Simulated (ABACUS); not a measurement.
A run of ABACUS 3.10.1 is set up as follows.

The input INPUT:

```
INPUT_PARAMETERS
suffix              MgS
calculation         scf
basis_type          pw
pseudo_dir          ./
symmetry            1
dft_functional      pbe
ecutwfc             84
pseudo_rcut         10
nspin               1
nbands              20
ks_solver           dav
smearing_method     fd
smearing_sigma      0.00367493
scf_thr             1e-08
scf_nmax            100
mixing_type         broyden
mixing_beta         0.7
cal_force           1
cal_stress          1
kpar                4
```

STRU

```
ATOMIC_SPECIES
S 32.0600 S.upf
Mg 24.3050 Mg.upf

LATTICE_CONSTANT
1.8897261246

LATTICE_VECTORS
4.0346224068 0.0000000000 0.0000000000
-2.0173112034 3.4940854990 0.0000000000
0.0000000000 0.0000000000 6.4322941800

ATOMIC_POSITIONS
Direct

S
0.0
2
0.6666666667 0.3333333333 0.8792441500 1 1 1
0.3333333333 0.6666666667 0.3792441500 1 1 1

Mg
0.0
2
0.3333333333 0.6666666667 0.9957548500 1 1 1
0.6666666667 0.3333333333 0.4957548500 1 1 1
```

File KPT:

```
K_POINTS
0
Gamma
8 8 4 0 0 0
```

Potentials or basis: PseudoDojo NC SR 0.4.1 PBE standard, plane waves.

Command:

```bash
$ OMP_NUM_THREADS=1 mpirun -np 4 abacus > log
```

Question: Predict the band gap on the k mesh.

Answer: 3.43 eV, direct.

Question: What does it give for the largest force?

Answer: 0.054 eV/Å.

Question: Estimate the pressure.

Answer: 1.1 GPa.

Stress tensor (GPa, compression positive):
```
1.19 0.00 0.00
0.00 1.19 0.00
0.00 0.00 0.92
```
